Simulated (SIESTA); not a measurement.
Crystal: C.

```
CELL_PARAMETERS angstrom
2.52210 0.00000 0.00000
-1.26105 2.18420 0.00000
0.00000 0.00000 8.23710
ATOMIC_POSITIONS crystal
C 0.66667 0.33333 0.84375
C 0.33333 0.66667 0.34375
C 0.66667 0.33333 0.65625
C 0.33333 0.66667 0.15625
C 0.00000 0.00000 0.90625
C 0.00000 0.00000 0.40625
C 0.00000 0.00000 0.59375
C 0.00000 0.00000 0.09375
```

This is a hexagonal form of diamond, not graphite.

Base run:

```yaml
Program: SIESTA 5.4.2
Functional: PBEsol
Potentials_or_basis: PseudoDojo 0.4 standard (PBEsol files)
Basis: DZP (energy shift 0.003 Ry)
Grid_cutoff: 500 Ry
Energy_shift: 0.003 Ry
k_mesh: 12 × 12 × 4
Occupations: fermi-dirac, width 0.05 eV
Spin: no spin polarisation
```

Its results: band gap on the k mesh 4.41 eV, indirect (least direct gap 5.22 eV); pressure 5.6 GPa; largest force 0.338 eV/Å.

Q: The run is repeated on the same cell with these changes: functional from PBEsol to AM05. What comes out?

A: Band gap on the k mesh 4.41 eV, indirect (least direct gap 5.20 eV); pressure 4.0 GPa; largest force 0.337 eV/Å.

Caveats: the basis of atomic orbitals isn't converged, which shifts pressures, moduli and gaps; the potentials were made for another functional, which shifts forces and pressure (some runs).
